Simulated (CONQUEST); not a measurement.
Crystal: KI.

```
I K
1.0
     4.99610    0.00000    0.00000
     0.00000    4.99610    0.00000
     0.00000    0.00000    7.06555
I K
2 2
Direct
  0.49403 0.49555 0.00805
  0.99403 0.99555 0.50805
  0.00223 0.00404 0.00286
  0.50223 0.50404 0.50286
```

The cell isn't the ideal one: atoms moved at random, drawn with an rms of 0.05 Å.

Base run:

* Program: CONQUEST 1.3
* Functional: PBE
* Potentials or basis: PseudoDojo NC PBE, DZP, multi-site functions of range 12 bohr, grid cutoff 120 Ha
* k mesh: 6 × 6 × 4
* Occupations: fermi-dirac, width 0.05 eV
* Spin: no spin polarisation

Its results: band gap on the k mesh 4.02 eV; pressure 0.8 GPa; largest force 0.081 eV/Å.

Problem. After a change of settings the same cell gave: band gap on the k mesh 4.60 eV; pressure 0.7 GPa; largest force 0.088 eV/Å. Which change was it?
A. potentials or basis from PseudoDojo NC PBE, DZP, multi-site functions of range 12 bohr, grid cutoff 120 Ha to PseudoDojo NC PBE, DZP, multi-site functions of range 8 bohr, grid cutoff 120 Ha
B. potentials or basis from PseudoDojo NC PBE, DZP, multi-site functions of range 12 bohr, grid cutoff 120 Ha to PseudoDojo NC PBE, DZP, multi-site functions of range 3 bohr, grid cutoff 120 Ha
C. potentials or basis from PseudoDojo NC PBE, DZP, multi-site functions of range 12 bohr, grid cutoff 120 Ha to PseudoDojo NC PBE, DZP, multi-site functions of range 10 bohr, grid cutoff 120 Ha

Solution. B.

Caveats: multi-site functions contract the basis, which raises the energy a little and makes forces and stress less exact; spin-orbit coupling is left out, which moves the levels of the heavy elements; the basis of atomic orbitals isn't converged, which shifts pressures, moduli and gaps.
